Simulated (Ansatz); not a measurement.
Input, command and steps of an Ansatz relaxation.

```yaml
crystal:
  lattice:
    - [2.9, 0.0, 0.0]
    - [-1.45, 2.511473671, 0.0]
    - [0.0, 0.0, 4.88]
  atoms:
    - { symbol: Au, position: [0.3333333333, 0.6666666667, 0.75] }
    - { symbol: Au, position: [0.6666666667, 0.3333333333, 0.25] }
basis:
  ecutwfc: 420
kpoints:
  mp_grid: { grid: [18, 18, 10] }
hamiltonian:
  xc: pbe
scf:
  occupations: { method: gaussian, width: 0.1 }
output:
  forces: true
  stress: true
  eigenvalues: true
  write_density: true
  write_potential: true
  elf: true
  volumetric_format: npy
relax:
  adjacent_minimum: "off"
  f_tol: 0.005
  max_steps: 80
  cell: { stress_tol: 0.05 }
```

```bash
ansatz run input.yaml --threads 1 --pin off --max-ram 2560MiB --backend cpu --events-out ev --progress --plain --runs-dir out
```

The calculation used DFT PBE, scalar-relativistic, plane waves, PAW in Ansatz.

Of 7 frames 6 are shown, positions in Å and forces in eV/Å; the SCF threshold varies from step to step. Steps run on the plane waves of an earlier cell, with a Pulay correction in the pressure. The basis is chosen afresh for the last frame, the zero of the energies, and at times for earlier ones too; energy and pressure step there, also at an unchanged geometry. The mark taken_back stands on steps that the optimiser undid.

```xyz
2
Lattice="2.9000 0.0000 0.0000 -1.4500 2.5115 0.0000 0.0000 0.0000 4.8800" Properties=species:S:1:pos:R:3:forces:R:3 pbc="T T T" step=1 free_energy_over_end_meV_per_atom=1.53 pressure_GPa=1.97
Au    0.0000    1.6743    3.6600    0.0000    0.0000    0.0000
Au    1.4500    0.8372    1.2200    0.0000    0.0000    0.0000
2
Lattice="2.9402 0.0000 0.0000 -1.4701 2.5463 0.0000 0.0000 0.0000 4.9441" Properties=species:S:1:pos:R:3:forces:R:3 pbc="T T T" step=2 free_energy_over_end_meV_per_atom=5.53 pressure_GPa=-3.37 taken_back
Au    0.0000    1.6975    3.7081    0.0000    0.0000    0.0000
Au    1.4701    0.8488    1.2360    0.0000    0.0000    0.0000
2
Lattice="2.9152 0.0000 0.0000 -1.4576 2.5247 0.0000 0.0000 0.0000 4.9009" Properties=species:S:1:pos:R:3:forces:R:3 pbc="T T T" step=3 free_energy_over_end_meV_per_atom=0.11 pressure_GPa=-0.12
Au    0.0000    1.6831    3.6756    0.0000    0.0000    0.0000
Au    1.4576    0.8416    1.2252    0.0000    0.0000    0.0000
2
Lattice="2.9149 0.0000 0.0000 -1.4575 2.5244 0.0000 0.0000 0.0000 4.8978" Properties=species:S:1:pos:R:3:forces:R:3 pbc="T T T" step=4 free_energy_over_end_meV_per_atom=0.09 pressure_GPa=-0.01
Au    0.0000    1.6829    3.6733    0.0000    0.0000    0.0000
Au    1.4575    0.8415    1.2244    0.0000    0.0000    0.0000
2
Lattice="2.9154 0.0000 0.0000 -1.4577 2.5248 0.0000 0.0000 0.0000 4.8945" Properties=species:S:1:pos:R:3:forces:R:3 pbc="T T T" step=5 free_energy_over_end_meV_per_atom=0.08 pressure_GPa=0.03
Au    0.0000    1.6832    3.6709    0.0000    0.0000    0.0000
Au    1.4577    0.8416    1.2236    0.0000    0.0000    0.0000
2
Lattice="2.9170 0.0000 0.0000 -1.4585 2.5262 0.0000 0.0000 0.0000 4.8900" Properties=species:S:1:pos:R:3:forces:R:3 pbc="T T T" step=7 free_energy_over_end_meV_per_atom=0.00 pressure_GPa=0.00
Au    0.0000    1.6841    3.6675    0.0000    0.0000    0.0000
Au    1.4585    0.8421    1.2225    0.0000    0.0000    0.0000
```

It took 60 s on 1 thread of Arm Neoverse V1, on a shared host, peak memory 0.42 GiB.

Spin–orbit coupling is left out, which can shift energies with elements as heavy as these.